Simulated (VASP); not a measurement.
Level of theory: PBE GGA, VASP's PBE PAW potentials (set 64) (plane waves; VASP).

Gaps are without spin-orbit coupling.

```yaml
volume_per_atom: 36.35 Å³/atom
band gap (over mesh and band path): 0.49 eV
smallest direct gap (over mesh and band path): 0.49 eV
```

**Question.** Which relaxed crystal gives these values?
(A) CaF2, Fm-3m (225)
(B) ZnS, F-43m (216)
(C) CsCl, Pm-3m (221)
(D) Bi2Te3, R-3m (166)

**Answer.** D, Bi2Te3, R-3m (166)
